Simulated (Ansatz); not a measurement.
Si:

```
Si
1.0
     4.12095    0.00000    0.00000
    -2.06047    3.56885    0.00000
     0.00000    0.00000    2.65479
Si
2
Direct
  0.33333 0.66667 0.50000
  0.66667 0.33333 0.50000
```

The cell was built by a generator and needn't be a form met in nature.

```yaml
Program: Ansatz 0.2.0
Task: relaxation of cell and atoms
Functional: PBEsol
Dispersion: D3(BJ)
Potentials_or_basis: Ansatz PAW
Cutoff: "420 eV (not typed: the program's choice for these potentials)"
k_mesh: 8 × 8 × 10
Occupations: fermi-dirac, width 0.05 eV
Spin: no spin polarisation
```

At the start: volume 19.52 Å³/atom.

Task: How do energy, volume and symmetry change on relaxing?

Result: It ends after 6 steps and the volume is 18.57 Å³/atom (-4.9 %); space group P6/mmm (No. 191, to 0.05 Å).

Step by step:
```tsv
step	energy change (eV)	largest force (eV/Å)	volume (Å³)
1	0.0000	0.0000	39.04
2	-0.0247	0.0000	37.39
3	-0.0265	0.0000	37.16
4	-0.0266	0.0000	37.15
5	-0.0266	0.0000	37.15
6	-0.0264	0.0000	37.15
```

Final structure:
```yaml
crystal:
  lattice:
    - [4.06098, 0.00000, 0.00000]
    - [-2.03049, 3.51691, 0.00000]
    - [0.00000, 0.00000, 2.60106]
  atoms:
    - { symbol: Si, position: [0.33333, 0.66667, 0.50000] }
    - { symbol: Si, position: [0.66667, 0.33333, 0.50000] }
```

Caveat: the plane-wave basis is chosen anew once the cell has moved, so the energies of steps on either side of that aren't comparable; pairwise dispersion overbinds metals, which lowers pressure and volume; the PAW data sets come from PBE, with cores solved anew for the run's functional, which leaves a small shift of forces and pressure.
